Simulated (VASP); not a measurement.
The system is ZnS.

```
Zn S
1.0
     0.00000    2.68040    2.68040
     2.68040    0.00000    2.68040
     2.68040    2.68040    0.00000
Zn S
1 1
Direct
  0.00000 0.00000 0.00000
  0.75000 0.75000 0.75000
```

The cell is a database's computed one.

Base run:

```yaml
Program: VASP 6.6.1
Functional: r2SCAN
Potentials_or_basis: VASP PAW PBE potentials, release 64 (Zn, S)
Cutoff: 520 eV
k_mesh: 10 × 10 × 10
Occupations: gaussian, width 0.02 eV
Spin: no spin polarisation
```

Its results: band gap on the k mesh 2.79 eV, direct.

Task: The run is repeated on the same cell with these changes: functional from r2SCAN to PBEsol. What comes out?

Result: Band gap on the k mesh 2.08 eV, direct.

r2SCAN gives the wider gap, since meta-GGAs in the generalised Kohn-Sham scheme recover part of the derivative discontinuity.

Not every run made on this cell is shown here.
